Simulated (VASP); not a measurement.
The system is ZnS (Wurtzite-2H).

```
CELL_PARAMETERS angstrom
3.81100 0.00000 0.00000
-1.90550 3.30042 0.00000
0.00000 0.00000 6.23400
ATOMIC_POSITIONS crystal
Zn 0.66667 0.33333 0.50000
Zn 0.33333 0.66667 0.00000
S 0.66667 0.33333 0.88500
S 0.33333 0.66667 0.38500
```

Base run:

- Program: VASP 6.6.1
- Functional: PBEsol
- Potentials or basis: VASP PAW PBE potentials, release 64 (Zn, S)
- Cutoff: 520 eV
- k mesh: 8 × 8 × 5
- Occupations: fermi-dirac, width 0.05 eV
- Spin: no spin polarisation

Its results: band gap on the k mesh 2.12 eV, direct; pressure -1.1 GPa; largest force 0.309 eV/Å.

The run is repeated on the same cell with these changes: functional from PBEsol to SCAN. What comes out?

Band gap on the k mesh 2.77 eV, direct; pressure -0.5 GPa; largest force 0.323 eV/Å.

SCAN gives the wider gap, since meta-GGAs in the generalised Kohn-Sham scheme recover part of the derivative discontinuity.

Caveats: the PAW data sets were made with another functional, which shifts forces and pressure a little; an odd mesh through Γ misses points on the zone boundary, where band edges often lie (some runs).

Not every run made on this cell is shown here.
